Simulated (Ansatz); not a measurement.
# AlNi3 in Ansatz: the effect of target pressure

Crystal: AlNi3.

```
Ni Al
1.0
     3.52305    0.00000    0.00000
     0.00000    3.52305    0.00000
     0.00000    0.00000    3.52305
Ni Al
3 1
Direct
  0.50000 0.50000 0.00000
  0.50000 0.00000 0.50000
  0.00000 0.50000 0.50000
  0.00000 0.00000 0.00000
```

The cell is a database's computed one.

Alike in all runs:

```yaml
Program: Ansatz 0.2.0
Task: relaxation of cell and atoms
Functional: PBEsol
Potentials_or_basis: Ansatz PAW
Cutoff: "420 eV (not typed: the program's choice for these potentials)"
k_mesh: 8 × 8 × 8
Occupations: fermi-dirac, width 0.05 eV
Spin: collinear spin, ferromagnetic start
Starting_moments: "[1.0, 1.0, 1.0, 0.0] μB"
```

Each run relaxes the cell or the atoms first.

```csv
target pressure,relaxed volume (Å³/atom),moment (μB)
0 GPa,10.90,0.66
2 GPa,?,?
5 GPa,10.65,0.63
10 GPa,10.42,0.60
20 GPa,10.04,0.53
30 GPa,9.72,0.47
```

Question: What does the run with target pressure 2 GPa give?

Answer: Relaxed volume 10.79 Å³/atom; moment 0.64 μB.

Worked out: In Murnaghan's law V^(-B') rises as a straight line in P. The other rows fit best with B' = 4.4, V0 = 10.90 Å³/atom and B0 = 201 GPa, which gives 10.80 Å³/atom at 2 GPa, against the run's 10.79. A straight line through the other rows of the moment, of slope -0.00641 μB per GPa, gives 0.65 μB, against the run's 0.64.

Caveats: the plane-wave basis is chosen anew once the cell has moved, so the energies of steps on either side of that aren't comparable; the PAW data sets come from PBE, with cores solved anew for the run's functional, which leaves a small shift of forces and pressure.
